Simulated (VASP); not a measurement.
**TePb in VASP: the effect of strain**

The system is TePb.

```
Pb Te
1.0
     0.00000    3.23100    3.23100
     3.10176    0.00000    3.23100
     3.10176    3.23100    0.00000
Pb Te
1 1
Direct
  0.00000 0.00000 0.00000
  0.50000 0.50000 0.50000
```

Measurements of this composition are mostly on another form, of space group No. 225.

The cell isn't the ideal one: strain = -0.04.

Alike in all runs:

- Program: VASP 6.6.1
- Task: single point
- Functional: PBE
- Potentials or basis: VASP PAW PBE potentials, release 64 (Pb_d, Te)
- Cutoff: 520 eV
- k mesh: 7 × 7 × 7
- Occupations: fermi-dirac, width 0.05 eV
- Spin: no spin polarisation
- Strain kind: uniaxial_x
- Further INCAR settings: ALGO = Normal; EDIFF = 1e-06

Question: One run gave: pressure 0.5 GPa. Which strain did it use?
A. -0.04
B. 0.04
C. 0.01
D. 0
E. -0.02

Answer: B.

```tsv
strain	pressure (GPa)
-0.04	4.5
-0.02	3.1
-0.01	2.6
0	2.1
0.01	1.6
0.02	1.2
0.04	0.5
```
